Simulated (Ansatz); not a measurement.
**How far is PAW off for Hf?**

```
Hf
1.0
     3.19670    0.00000    0.00000
    -1.59835    2.76842    0.00000
     0.00000    0.00000    4.90607
Hf
2
Direct
  0.33333 0.66667 0.25000
  0.66667 0.33333 0.75000
```

Atoms are numbered in the order listed.

Conventional cell: a = 3.197 Å, b = 3.197 Å, c = 4.906 Å, α = 90.00°, β = 90.00°, γ = 120.00°. Hf (atom 1) has 12 Hf at 3.07 to 3.20 Å as nearest neighbours.

The cell is COD entry 9008501, as deposited and not checked against the literature; nothing was relaxed. The listed cell was then made from it by scaling, straining or moving an atom.

Spin–orbit coupling is left out, though it moves levels of the heavy atoms by tenths of an eV or more.

Methods: DFT, PBE, PAW with Ansatz's default frozen-core files, scalar-relativistic (Ansatz 0.2.0); DFT, PBE, all-electron LAPW, scalar-relativistic (Ansatz 0.2.0).

For PAW: a Γ-centred 13×13×7 k mesh, Fermi–Dirac smearing of 0.05 eV, cutoff 420 eV, no spin polarisation. LAPW targets a basis error of 0.5 meV/atom. The Ansatz runs share mesh, smearing and spin set-up. Plane-wave (PAW) pressures include the program's estimate of the Pulay term.

Stress and pressure are positive in compression.

PAW results:

| quantity | PAW |
| --- | --- |
| pressure (GPa) | 4.52 |
| stress xx (GPa) | 3.05 |
| stress zz (GPa) | 7.46 |

Question: What does full-potential LAPW give for the same quantities?

Answer: 
| quantity | LAPW |
| --- | --- |
| pressure (GPa) | 4.54 |
| stress xx (GPa) | 3.07 |
| stress zz (GPa) | 7.48 |
